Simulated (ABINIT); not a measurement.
# AlN (P1) in ABINIT: convergence with k mesh

Aim: find how far k mesh must go before the results for AlN settle, at BLYP. This setting moves, with any that are tied to it; all else stays.

Program: ABINIT 10.8.3 (patched build). These are calculated values, not measurements. Logs are shortened: lines on timing, memory, paths and dates and some standing lists are left out, and cuts for length are marked. The log counts tension as positive stress, the text compression.

## Step 1: The cell of the first run

The typed cell holds 4 atoms: a = 3.113 Å, b = 3.113 Å, c = 4.981 Å, α = 90.00°, β = 90.00°, γ = 120.00°.

The cell isn't the ideal one: atoms moved at random, drawn with an rms of 0.05 Å.

## Step 2: With k mesh 1 × 1 × 1

The input, run.abi:

```
# Pseudopotentials
pp_dirpath "./"
pseudos "Al.GGA_PBE-JTH.xml, N.GGA_PBE-JTH.xml"

# Structure
acell 5.882717426 5.882717426 9.4127258268
rprim
     1.0000000000     0.0000000000     0.0000000000
    -0.5000000000     0.8660254038     0.0000000000
     0.0000000000     0.0000000000     1.0000000000
ntypat 2
znucl 13 7
natom 4
typat 1 1 2 2
xcart
     2.9186484824     1.7194063890     4.7226751672
    -0.0546592690     3.4153318463    -0.0576905966
     2.8382435006     1.6117782342     8.1773338002
    -0.0274281700     3.3782738515     3.5307793467
chkprim 0
chksymtnons 0
tolsym 1.0e-6

# Plane-wave basis
ecut 26.0
pawecutdg 48.0
pawxcdev 0

# k points
kptopt 1
ngkpt 1 1 1
nshiftk 1
shiftk 0.0 0.0 0.0

# Exchange and correlation
ixc -106131

# Bands and occupations
nband 12
occopt 7
tsmear 0.00183747

# SCF cycle
nstep 100
tolvrs 1.0e-9

# Output
iomode 3
prtwf 0
prtden 0
prteig 0
prtebands 0
enunit 1
prtvol 2
```

Potentials or basis: JTH PAW PBE v2.0.

Launch:

```console
$ abinit run.abi > log 2>&1
```

Wall time 8.2 s (1 thread of Arm Neoverse V2, shared host); peak memory 0.1 GiB.

Results (log left out):

```
Free energy                                           : -652.5941 eV
Pressure                                              : 18.2 GPa
Largest force                                         : 2.292 eV/Å
Band gap on the k mesh                                : 3.90 eV, direct
Valence electrons inside the program's atomic spheres : Al 0.86, 0.84; N 2.76, 2.73
```

## Step 3: With k mesh 2 × 2 × 1

run.abi: that of step 2 with these lines changed.

```diff
@@ -30,3 +30,3 @@
 kptopt 1
-ngkpt 1 1 1
+ngkpt 2 2 1
 nshiftk 1
```

Potentials or basis: JTH PAW PBE v2.0.

Launch:

```console
$ abinit run.abi > log 2>&1
```

Run time: 9.7 s. Hardware: 1 thread of Arm Neoverse V2, shared host; peak memory 0.1 GiB.

It converged, with:

```
Free energy                                           : -663.7576 eV
Pressure                                              : 7.4 GPa
Largest force                                         : 1.614 eV/Å
Band gap on the k mesh                                : 4.46 eV, direct
Valence electrons inside the program's atomic spheres : Al 0.92, 0.89; N 2.67, 2.64
```

## Step 4: With k mesh 3 × 3 × 2

run.abi: that of step 3 with these lines changed.

```diff
@@ -30,3 +30,3 @@
 kptopt 1
-ngkpt 2 2 1
+ngkpt 3 3 2
 nshiftk 1
```

Launch:

```console
$ abinit run.abi > log 2>&1
```

It took 14 s on 1 thread of Arm Neoverse V2, shared host; peak memory 0.1 GiB.

Results (log left out):

```
Free energy                                           : -664.5214 eV
Pressure                                              : 7.3 GPa
Largest force                                         : 1.422 eV/Å
Band gap on the k mesh                                : 4.50 eV, direct
Valence electrons inside the program's atomic spheres : Al 0.92, 0.90; N 2.67, 2.64
```

## Step 5: With k mesh 4 × 4 × 2

run.abi: that of step 4 with these lines changed.

```diff
@@ -30,3 +30,3 @@
 kptopt 1
-ngkpt 3 3 2
+ngkpt 4 4 2
 nshiftk 1
```

Launch:

```console
$ abinit run.abi > log 2>&1
```

Run time: 19 s. Hardware: 1 thread of Arm Neoverse V2, shared host; peak memory 0.11 GiB.

The run converged. Its results:

```
Free energy                                           : -664.6663 eV
Pressure                                              : 7.1 GPa
Largest force                                         : 1.391 eV/Å
Band gap on the k mesh                                : 4.52 eV, direct
Valence electrons inside the program's atomic spheres : Al 0.92, 0.90; N 2.66, 2.63
```

## Step 6: With k mesh 5 × 5 × 3

run.abi: that of step 5 with these lines changed.

```diff
@@ -30,3 +30,3 @@
 kptopt 1
-ngkpt 4 4 2
+ngkpt 5 5 3
 nshiftk 1
```

Potentials or basis: JTH PAW PBE v2.0.

Launch:

```console
$ abinit run.abi > log 2>&1
```

Run time: 33 s. Hardware: 1 thread of Arm Neoverse V2, shared host; peak memory 0.12 GiB.

Results (log left out):

| Item | Value |
| --- | --- |
| Free energy | -664.6888 eV |
| Pressure | 7.2 GPa |
| Largest force | 1.382 eV/Å |
| Band gap on the k mesh | 4.52 eV, direct |
| Valence electrons inside the program's atomic spheres | Al 0.92, 0.90; N 2.66, 2.63 |

## Step 7: With k mesh 6 × 6 × 4

run.abi: that of step 6 with these lines changed.

```diff
@@ -30,3 +30,3 @@
 kptopt 1
-ngkpt 5 5 3
+ngkpt 6 6 4
 nshiftk 1
```

Launch:

```console
$ abinit run.abi > log 2>&1
```

Wall time 57 s (1 thread of Arm Neoverse V2, shared host); peak memory 0.14 GiB.

Results (log left out):

| Quantity | Value |
| --- | --- |
| Free energy | -664.6946 eV |
| Pressure | 7.2 GPa |
| Largest force | 1.381 eV/Å |
| Band gap on the k mesh | 4.52 eV, direct |
| Valence electrons inside the program's atomic spheres | Al 0.92, 0.90; N 2.66, 2.63 |

## Step 8: With k mesh 7 × 7 × 4

run.abi: that of step 7 with these lines changed.

```diff
@@ -30,3 +30,3 @@
 kptopt 1
-ngkpt 6 6 4
+ngkpt 7 7 4
 nshiftk 1
```

Launch:

```console
$ abinit run.abi > log 2>&1
```

It took 70 s on 1 thread of Arm Neoverse V2, shared host; peak memory 0.15 GiB.

Results (log left out):

```
Free energy                                           : -664.6955 eV
Pressure                                              : 7.2 GPa
Largest force                                         : 1.380 eV/Å
Band gap on the k mesh                                : 4.52 eV, direct
Valence electrons inside the program's atomic spheres : Al 0.92, 0.90; N 2.66, 2.63
```

## Step 9: With k mesh 9 × 9 × 5

run.abi: that of step 8 with these lines changed.

```diff
@@ -30,3 +30,3 @@
 kptopt 1
-ngkpt 7 7 4
+ngkpt 9 9 5
 nshiftk 1
@@ -53,2 +53 @@
 enunit 1
-prtvol 2
```

Potentials or basis: JTH PAW PBE v2.0.

Launch:

```console
$ abinit run.abi > log 2>&1
```

Run time: 2.4 min. Hardware: 1 thread of Arm Neoverse V2, shared host; peak memory 0.21 GiB.

Results (log left out):

```
Free energy                                           : -664.6958 eV
Pressure                                              : 7.2 GPa
Largest force                                         : 1.380 eV/Å
Band gap on the k mesh                                : 4.52 eV, direct
Valence electrons inside the program's atomic spheres : Al 0.92, 0.90; N 2.66, 2.63
```

## Step 10: With k mesh 10 × 10 × 6

run.abi: that of step 9 with these lines changed.

```diff
@@ -30,3 +30,3 @@
 kptopt 1
-ngkpt 9 9 5
+ngkpt 10 10 6
 nshiftk 1
```

Potentials or basis: JTH PAW PBE v2.0.

Launch:

```console
$ abinit run.abi > log 2>&1
```

run.abo:

```text
.Version 10.8.3 of ABINIT
 Symmetries : space group P1 (#  1); Bravais aP (primitive triclinic)
================================================================================
 Values of the parameters that define the memory need of the present run
     intxc =       0    ionmov =       0      iscf =      17    lmnmax =       8
     lnmax =       4     mgfft =      45  mpssoang =       2    mqgrid =    3001
     natom =       4  nloc_mem =       2    nspden =       1   nspinor =       1
    nsppol =       1      nsym =       1    n1xccc =       1    ntypat =       2
    occopt =       7   xclevel =       2
       mpw =        1800          nfft =       40500          nkpt =         304
 PAW method is used; the additional fine FFT grid is defined by:
   mgfftf=        60    nfftf =     96000
================================================================================
================================================================================

--------------------------------------------------------------------------------
------------- Echo of variables that govern the present computation ------------
--------------------------------------------------------------------------------
 -outvars: echo values of preprocessed input variables --------
            acell      5.8827174260E+00  5.8827174260E+00  9.4127258268E+00 Bohr
              amu      2.69815390E+01  1.40067400E+01
          chkprim           0
      chksymtnons           0
             ecut      2.60000000E+01 Hartree
           enunit           1
                       outvar_i_n : Printing only first  50 k-points.
              ixc     -106131
                       outvar_i_n : Printing only first  50 k-points.
         kptrlatt       10    0    0      0   10    0      0    0    6
          kptrlen      5.64763550E+01
            natom           4
            nband          12
            ngfft          30      30      45
          ngfftdg          40      40      60
             nkpt         304
            nstep         100
             nsym           1
[... 222 lines left out ...]
band_energy         :  1.42931462242317E+00
Ewald energy        : -2.17304967082022E+01
psp_core            : -6.33913334285704E-02
xc_dc               : -4.84161760942544E+00
PAW spherical_terms :  7.79071044950756E-01
internal            : -2.44271199836822E+01
'-kT*entropy'       : -5.52636509643118E-15
total_energy_dc     : -2.44271199836822E+01
total_energy_dc_eV  : -6.64695796752899E+02
...

--- !EnergyTermsWithPAWCore
iteration_state     : {dtset: 1, }
comment             : 'Components of total free energy, including PAW core contributions'
Total energy        : -5.95722159132965E+02
Total energy DC     : -5.95722158698992E+02
Total energy (eV)   : -1.62104257674569E+04
Total energy DC (eV): -1.62104257556479E+04
...

 Cartesian components of stress tensor (hartree/bohr^3)
  sigma(1 1)= -1.23654645E-04  sigma(3 2)=  5.61242589E-05
  sigma(2 2)= -2.16209034E-04  sigma(3 1)=  1.57299098E-05
  sigma(3 3)= -3.90446031E-04  sigma(2 1)=  2.87576808E-05

-Cartesian components of stress tensor (GPa)         [Pressure=  7.1622E+00 GPa]
- sigma(1 1)= -3.63804526E+00  sigma(3 2)=  1.65123271E+00
- sigma(2 2)= -6.36108939E+00  sigma(3 1)=  4.62789923E-01
- sigma(3 3)= -1.14873188E+01  sigma(2 1)=  8.46080178E-01

== END DATASET(S) ==============================================================
================================================================================

 -outvars: echo values of variables after computation  --------
            acell      5.8827174260E+00  5.8827174260E+00  9.4127258268E+00 Bohr
           etotal     -2.4427119984E+01
            fcart     -1.9204630957E-03 -6.1682220035E-03 -2.4330172323E-02
                      -4.2087796951E-03 -1.5124003415E-02  3.3079467538E-03
                       6.5302518025E-03  1.6542746842E-02  2.0103599051E-02
                      -4.0100901172E-04  4.7494785761E-03  9.1862651793E-04
            rprim      1.0000000000E+00  0.0000000000E+00  0.0000000000E+00
                      -5.0000000000E-01  8.6602540380E-01  0.0000000000E+00
                       0.0000000000E+00  0.0000000000E+00  1.0000000000E+00
           strten     -1.2365464512E-04 -2.1620903393E-04 -3.9044603090E-04
                       5.6124258915E-05  1.5729909770E-05  2.8757680751E-05
           xangst      1.5444822625E+00  9.0987067672E-01  2.4991320713E+00
                      -2.8924439500E-02  1.8073157795E+00 -3.0528548983E-02
                       1.5019337785E+00  8.5291630999E-01  4.3272586901E+00
                      -1.4514362491E-02  1.7877055332E+00  1.8684079657E+00
             xred      6.6488800000E-01  3.3749699999E-01  5.0173299999E-01
                       3.2590099999E-01  6.7038499999E-01 -6.1290000008E-03
                       6.4065700000E-01  3.1637099999E-01  8.6875300000E-01
                       3.2689300000E-01  6.6311100000E-01  3.7510700000E-01
 Calculation completed.
```

Run time: 4 min. Hardware: 1 thread of Arm Neoverse V2, shared host; peak memory 0.26 GiB.

What came out:

```yaml
Free_energy: -664.6958 eV
Pressure: 7.2 GPa
Largest_force: 1.380 eV/Å
Band_gap_on_the_k_mesh: 4.52 eV, direct
Valence_electrons_inside_the_program's_atomic_spheres: Al 0.92, 0.90; N 2.66, 2.63
```

## Step 11: Summary

| k mesh | energy less the tightest run, at zero smearing (meV/atom) | pressure (GPa) | largest force (eV/Å) | gap on the mesh (eV) | SCF cycles | CPU time (s) | peak memory (GiB) |
| --- | --- | --- | --- | --- | --- | --- | --- |
| 1 × 1 × 1 | 3025.43 | 18.24 | 2.292 | 3.899 | 13 | 8.2 | 0.1 |
| 2 × 2 × 1 | 234.54 | 7.40 | 1.614 | 4.457 | 14 | 9.7 | 0.1 |
| 3 × 3 × 2 | 43.61 | 7.25 | 1.422 | 4.498 | 14 | 14 | 0.1 |
| 4 × 4 × 2 | 7.36 | 7.12 | 1.391 | 4.516 | 14 | 19 | 0.11 |
| 5 × 5 × 3 | 1.74 | 7.15 | 1.382 | 4.519 | 14 | 33 | 0.12 |
| 6 × 6 × 4 | 0.29 | 7.16 | 1.381 | 4.520 | 15 | 57 | 0.14 |
| 7 × 7 × 4 | 0.07 | 7.16 | 1.380 | 4.521 | 14 | 70 | 0.15 |
| 9 × 9 × 5 | 0.00 | 7.16 | 1.380 | 4.521 | 15 | 150 | 0.21 |
| 10 × 10 × 6 | 0.00 | 7.16 | 1.380 | 4.521 | 17 | 240 | 0.26 |

Against the tightest run, the energy stays within 1 meV/atom from 6 × 6 × 4 on; the pressure stays within 0.1 GPa from 3 × 3 × 2 on; the largest force stays within 0.005 eV/Å from 5 × 5 × 3 on; the gap on the mesh stays within 0.01 eV from 4 × 4 × 2 on. Meshes of other sizes hit other points, so gaps and Fermi surfaces needn't settle smoothly. The tightest run that finished is the yardstick and may itself not be fully converged.

Caveats: the PAW data sets were made with another functional, which shifts forces and pressure a little.
